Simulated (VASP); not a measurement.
## Ta: core levels with PBE

Slab: Ta, a slab with vacuum.

```
Ta
1.0
     4.69519    0.00000    0.00000
    -2.34759    4.06615    0.00000
     0.00000    0.00000   28.37602
Ta
16
Direct
  0.00000 0.00000 0.25774
  0.66667 0.33333 0.28259
  0.33333 0.66667 0.31053
  0.00000 0.00000 0.35004
  0.66667 0.33333 0.38158
  0.33333 0.66667 0.41440
  0.00000 0.00000 0.44904
  0.66667 0.33333 0.48234
  0.33333 0.66667 0.51766
  0.00000 0.00000 0.55096
  0.66667 0.33333 0.58560
  0.33333 0.66667 0.61842
  0.00000 0.00000 0.64996
  0.66667 0.33333 0.68947
  0.33333 0.66667 0.71741
  0.00000 0.00000 0.74226
```

The cell was built by a generator and needn't be a form met in nature.

```
Program                : VASP 6.6.1
Task                   : core levels
Functional             : PBE
Potentials or basis    : VASP PAW PBE potentials, release 64 (Ta_pv)
Cutoff                 : 520 eV
k mesh                 : 10 × 10 × 1
Occupations            : methfessel-paxton, width 0.1 eV
Spin                   : no spin polarisation
Further INCAR settings : ALGO = Fast; EDIFF = 1e-07
```

```yaml
Largest_force: 0.019 eV/Å
Band_gap_on_the_k_mesh: none (metal or under the smearing width)
```

Forces on the atoms (eV/Å):
```
Ta   0.000  0.000 -0.001
Ta   0.000  0.000  0.016
Ta   0.000  0.000  0.012
Ta   0.000  0.000  0.010
Ta   0.000  0.000 -0.001
Ta   0.000  0.000 -0.002
Ta   0.000  0.000 -0.004
Ta   0.000  0.000  0.019
Ta   0.000  0.000 -0.019
Ta   0.000  0.000  0.004
Ta   0.000  0.000  0.002
Ta   0.000  0.000  0.001
Ta   0.000  0.000 -0.010
Ta   0.000  0.000 -0.012
Ta   0.000  0.000 -0.016
Ta   0.000  0.000  0.001
```

Levels at points of the mesh, in eV from the Fermi level:
| k point | band 84 | band 85 | band 86 | band 87 | band 88 | band 89 | band 90 | band 91 |
| --- | --- | --- | --- | --- | --- | --- | --- | --- |
| (0.00, 0.00, 0.00) | -0.80 | -0.39 | -0.39 | -0.30 | -0.10 | 0.06 | 0.06 | 0.06 |
| (0.50, 0.00, 0.00) | -0.71 | -0.51 | -0.43 | -0.35 | -0.29 | -0.09 | 0.19 | 0.40 |

Core levels (eV, on the scale of the bands):
| atom | levels |
| --- | --- |
| 1 Ta | 1s -67336.7, 2s -11562.4, 2p -10129.6, 3s -2643.9, 3p -2217.9, 3d -1721.7, 4s -533.9, 4p -394.3, 4d -215.6, 4f -18.3, 5s -66.4 |
| 2 Ta | 1s -67336.0, 2s -11561.7, 2p -10128.9, 3s -2643.3, 3p -2217.3, 3d -1721.1, 4s -533.4, 4p -393.7, 4d -215.1, 4f -17.7, 5s -65.9 |
| 3 Ta | 1s -67336.4, 2s -11562.2, 2p -10129.3, 3s -2643.7, 3p -2217.7, 3d -1721.5, 4s -533.7, 4p -394.1, 4d -215.4, 4f -18.1, 5s -66.3 |
| 4 Ta | 1s -67335.9, 2s -11561.6, 2p -10128.8, 3s -2643.2, 3p -2217.2, 3d -1720.9, 4s -533.3, 4p -393.6, 4d -215.0, 4f -17.6, 5s -65.9 |
| 5 Ta | 1s -67335.9, 2s -11561.6, 2p -10128.8, 3s -2643.1, 3p -2217.2, 3d -1720.9, 4s -533.2, 4p -393.5, 4d -214.9, 4f -17.6, 5s -65.8 |
| 6 Ta | 1s -67336.1, 2s -11561.9, 2p -10129.0, 3s -2643.4, 3p -2217.4, 3d -1721.2, 4s -533.5, 4p -393.8, 4d -215.2, 4f -17.8, 5s -66.0 |

It took 25 min on 2 MPI ranks on Intel(R) Xeon(R) Platinum 8488C (Sapphire Rapids) (shared host), peak memory 0.91 GiB a rank.

Spin-orbit coupling is left out, which matters for the levels of Ta.
